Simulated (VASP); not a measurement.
VASP inputs for MgO (strained wurtzite)

INCAR

```
PREC = Accurate
NBANDS = 16
EDIFF = 1E-7
ISIF = 2
ISMEAR = -1
NSW = 0
ENCUT = 520
NELM = 120
GGA = PE
LASPH = .TRUE.
LWAVE = .FALSE.
SIGMA = 0.02
LREAL = .FALSE.
LCHARG = .FALSE.
IBRION = -1
```

KPOINTS

```
KPOINTS created by Atomic Simulation Environment
0
Gamma
12 12 6
0 0 0
```

KPOINTS_OPT

```
special points
6
Reciprocal
0.0000000000 0.0000000000 0.0000000000 1
0.5000000000 0.0000000000 0.0000000000 1
0.3333333333 0.3333333333 0.0000000000 1
0.0000000000 0.0000000000 0.5000000000 1
0.5000000000 0.0000000000 0.5000000000 1
0.3333333333 0.3333333333 0.5000000000 1
```

POSCAR

```
Mg O
 1.0000000000000000
     3.2882172281021651   -0.0000000000288675    0.0000000000000000
    -1.6441086140260825    2.8476796527125590    0.0000000000000000
     0.0000000000000000    0.0000000000000000    4.9336789492999999
 Mg  O
   2   2
Cartesian
  0.0000000000166667  1.8984531017987498 -0.0652341425312186
  1.6441086140594159  0.9492265508849412  2.4016053321187814
  0.0000000000166667  1.8984531017987498  1.9153637485187187
  1.6441086140594159  0.9492265508849412  4.3822032231687187
```

VASP ran with the recommended PBE PAW datasets (16 valence electrons in the cell).

Question: Estimate the main results of this run.

Answer: gap between bands v and c 3.57 eV; least direct gap 3.57 eV; pressure 5.8 GPa; largest force 0.02 eV/Å.

Band v is the last that the valence electrons fill when counted band by band, and c is the next. Levels in eV from the top of v:

```json
{"point": "Γ", "v−1": "-0.48", "v": "0.00", "c": "3.57", "c+1": "8.67"}
{"point": "M", "v−1": "-0.86", "v": "-0.54", "c": "7.83", "c+1": "8.19"}
{"point": "K", "v−1": "-1.25", "v": "-1.25", "c": "8.33", "c+1": "8.42"}
{"point": "A", "v−1": "-0.66", "v": "-0.66", "c": "6.11", "c+1": "6.11"}
{"point": "L", "v−1": "-0.74", "v": "-0.74", "c": "7.45", "c+1": "7.45"}
{"point": "H", "v−1": "-0.40", "v": "-0.40", "c": "8.54", "c+1": "8.54"}
```
